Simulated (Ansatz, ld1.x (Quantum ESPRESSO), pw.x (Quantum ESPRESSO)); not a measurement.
## From atom to crystal: ultrasoft potential for terbium

- Element: Tb
- Generator: ld1.x (Quantum ESPRESSO) 7.5
- Type: ultrasoft
- Functional: PBE
- Relativity: scalar-relativistic
- Frozen core: [Kr] 4d10
- Valence charge: 19
- Reference configuration: 4f9 5s2 5p6 5d0 6s1.75 6p0 (charge +0.25)
- Partial waves: 5s (bound): rcut 2.10, rcutus 2.35 bohr; 6s (bound): rcut 2.10, rcutus 2.35 bohr; 5p (bound): rcut 2.90, rcutus 3.30 bohr; 6p (bound, empty): rcut 2.90, rcutus 3.30 bohr; 5d (bound, empty): rcut 1.80, rcutus 2.50 bohr; 5d channel at 3.6 Ry: rcut 1.80, rcutus 2.50 bohr; 4f (bound): rcut 1.35, rcutus 1.65 bohr; 4f channel at 0.35 Ry: rcut 1.35, rcutus 1.65 bohr
- Local potential: all-electron potential smoothed inside 3.00 bohr (lloc = -1)
- Core correction: Bessel-smoothed model core, default radius (core density twice the valence density)
- Augmentation charge: PSQ, inside the norm-conserving radii

Crystal test: sc Tb in pw.x 7.5, no spin, 10³ k-points, Fermi–Dirac smearing 0.01 Ry, cutoffs 110/880 Ry. The reference is all-electron LAPW (Ansatz 0.2.0) with the same functional, mesh and smearing; V0 and B0 come from Birch–Murnaghan fits to the pressures at five volumes. Errors are pseudo minus all-electron; Δ is the rms difference of the E(V) curves that follow from these fits, minima aligned, over ±6 % about the mean V0. Mesh and smearing are coarse, so the numbers serve the comparison and aren't converged zero-temperature values; the lattice is a test structure that the element need not adopt. Spin polarisation and strong correlation are left out, which matters for this element.

```
V (Å³/atom)  P all-electron (GPa)  P pseudo (GPa)
     31.290                  0.60            2.71
     32.114                  0.29            2.36
     32.937                  0.00            2.03
     33.760                 -0.26            1.73
     34.584                 -0.50            1.46
```

All-electron: a0 = 3.206 Å (V0 = 32.94 Å³/atom), B0 = 10.9 GPa.

Pseudopotential: mean pressure error (GPa): +2.03. The pressure does not cross zero within the volumes sampled, so no fit is given. The largest radius (3.30 bohr) exceeds half the bond length (3.03 bohr), so the spheres overlap, which is one possible source of error among others. This is a poor potential for the solid. Atomic configuration tests: test run stopped at test 4 of 7 (negative rho), 1 before it not solved.

Q: At the middle volume, how do free energy and pressure move when the wave cutoff is lowered (ecutrho held at 880 Ry)?

A:

```
cutoff (Ry)  shift of F (meV/atom)  shift of P (GPa)
         50                 +140.8             -5.53
         66                  +47.2             -0.66
         88                   +4.3             +0.08
```

The run at the middle volume (56 k-points, 36 iterations) took about 4.5 min on one core of a shared host (Intel(R) Xeon(R) 6975P-C, 192 threads, 1512 GiB, load 100).
